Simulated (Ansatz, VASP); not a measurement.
## Pd: VASP beside Ansatz

The input INCAR:

```
  ALGO = Normal
  EDIFF = 1E-7
  ENCUT = 520
  ISIF = 2
  ISMEAR = 0
  LASPH = T
  LCHARG = F
  LREAL = F
  LWAVE = F
  NBANDS = 11
  NELM = 60
  PREC = Accurate
  SIGMA = 0.15
```

File KPOINTS:

```
k-points
0
Gamma
  20 20 20
```

POSCAR

```
Pd
1.0
    0.0000000000      2.1004920000      2.1004920000
    2.1004920000      0.0000000000      2.1004920000
    2.1004920000      2.1004920000      0.0000000000
Pd
1
Direct
    0.0000000000      0.0000000000      0.0000000000
```

Input for Ansatz:

```yaml
crystal:
  lattice:
    - [0.0, 2.100492, 2.100492]
    - [2.100492, 0.0, 2.100492]
    - [2.100492, 2.100492, 0.0]
  atoms:
    - { symbol: Pd, position: [0.0, 0.0, 0.0] }
basis:
  ecutwfc: 420
kpoints:
  mp_grid: { grid: [20, 20, 20] }
hamiltonian:
  xc: lda
scf:
  occupations: { method: gaussian, width: 0.15 }
output:
  forces: true
  stress: true
  eigenvalues: true
  write_density: true
  write_potential: true
  elf: true
  volumetric_format: npy
```

Change from the starting cell: strain +0.080 along x and y, +0.080 along z, atoms carried along.

Alike in both runs: task single point; functional LDA; k mesh 20 × 20 × 20; occupations gaussian, width 0.15 eV; no spin polarisation.

|  | VASP | Ansatz |
| --- | --- | --- |
| version | VASP 6.6.1 | Ansatz 0.2.0 |
| potentials or method | VASP PAW LDA potentials, release 64 (Pd) | scalar-relativistic, plane waves, PAW |
| plane-wave cutoff (eV) | 520 | 420 |
| valence electrons in the cell | 10 | 18 |

Ansatz gave:

* gap on the k mesh at the Fermi level (eV): none
* pressure (GPa): -29.1

Q: Which values does VASP return?

A: gap on the k mesh at the Fermi level (eV): none; pressure (GPa): -28.9.

A gap of «none» marks a metal or a gap that the smearing closes. The two sets of potentials don't hold the same shells in valence.

Caveats: so large a pressure means that the cell lies far from this level's equilibrium, or that cutoff or potentials fall short (VASP).
